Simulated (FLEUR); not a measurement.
# PbS (Galena): equation of state with PBEsol

The system is PbS (Galena).

```
Pb S
1.0
     0.00000    2.96575    2.96575
     2.96575    0.00000    2.96575
     2.96575    2.96575    0.00000
Pb S
1 1
Direct
  0.00000 0.00000 0.00000
  0.50000 0.50000 0.50000
```

```yaml
Program: FLEUR MaX-R8.1 (later development tree)
Task: equation of state
Functional: PBEsol
Potentials_or_basis: all-electron
Basis: FLAPW
Kmax: 4.54 1/bohr
k_mesh: 8 × 8 × 8
Occupations: fermi-dirac, width 0.05 eV
Spin: no spin polarisation
Gmax: 14.1 1/bohr
Muffin-tin_radii: Pb 2.66, S 2.16 bohr
lmax: Pb 11, S 9
Local_orbitals_a_species: Pb 5, S 4
```

| Quantity | Value |
| --- | --- |
| Equilibrium volume | 25.72 Å³/atom |
| Bulk modulus | 59 GPa |
| Pressure derivative of the bulk modulus | 4.0 (rough: it moves with the points fitted) |

Energy against volume, from the lowest point:
```
volume (Å³/atom)  energy (meV/atom)
          24.521              10.13
          25.042               2.45
          26.086               0.00
          27.129              12.18
          27.651              22.87
```

The run has no spin-orbit coupling, so splittings on Pb are missing.
